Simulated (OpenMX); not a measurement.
# Cr: equation of state with LDA

Cr:

```
Cr
1.0
    -1.48445    1.48445    1.48445
     1.48445   -1.48445    1.48445
     1.48445    1.48445   -1.48445
Cr
1
Direct
  0.00000 0.00000 0.00000
```

```json
{"Program": "OpenMX 3.8.5", "Task": "equation of state", "Functional": "LDA", "Potentials or basis": "OpenMX 2013 LDA set, Cr6.0-s3p2d2, fixed grid of 25 × 25 × 25 points", "k mesh": "13 × 13 × 13", "Occupations": "fermi-dirac, width 0.05 eV", "Spin": "collinear spin, ferromagnetic start", "Starting moments": "[3.0] μB", "Mixing scheme": "rmm-diisk", "SCF threshold": "1e-08 Ha", "Solver": "band", "Grid points, held for all volumes": "25 × 25 × 25"}
```

The equilibrium volume is outside the volumes run.

Energy against volume, from the lowest point:
| volume (Å³/atom) | energy (meV/atom) |
| --- | --- |
| 12.299 | 0.00 |
| 12.561 | 50.41 |
| 12.823 | 106.38 |
| 13.084 | 167.33 |
| 13.346 | 232.81 |
| 13.608 | 301.86 |
| 13.870 | 374.10 |

Caveat: the basis of atomic orbitals isn't converged, which shifts pressures, moduli and gaps.
